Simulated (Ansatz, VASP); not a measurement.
## One calculation of MgS, two programs

```
Mg S
1.0
     0.00000    2.85919    2.79085
     2.85919    0.00000    2.79085
     2.85919    2.85919    0.00000
Mg S
1 1
Direct
  0.00000 0.00000 0.00000
  0.25000 0.25000 0.25000
```

Change from the starting cell: epitaxial_xy strain +1.0%.

Alike in both runs: task single point; functional r2SCAN; k mesh 8 × 8 × 8; no spin polarisation.

|  | VASP | Ansatz |
| --- | --- | --- |
| version | VASP 6.6.1 | Ansatz 0.2.0 |
| potentials or method | VASP PAW PBE potentials, release 64 (Mg, S) | plane waves, PAW |
| plane-wave cutoff (eV) | 520 | 500 |
| occupations | gaussian, width 0.01 eV | fixed |
| valence electrons in the cell | 8 | 16 |

```csv
,VASP,Ansatz,Ansatz less VASP
gap on the k mesh at the Fermi level (eV),4.06,4.07,+0.013
pressure (GPa),-0.6,-0.3,+0.28
largest component of the traceless stress (GPa),0.36,0.35,-0.011
```

The two sets of potentials don't hold the same shells in valence.

Caveats: the PAW data sets were made with another functional, which shifts forces and pressure a little (VASP). A k mesh can miss the band edges.
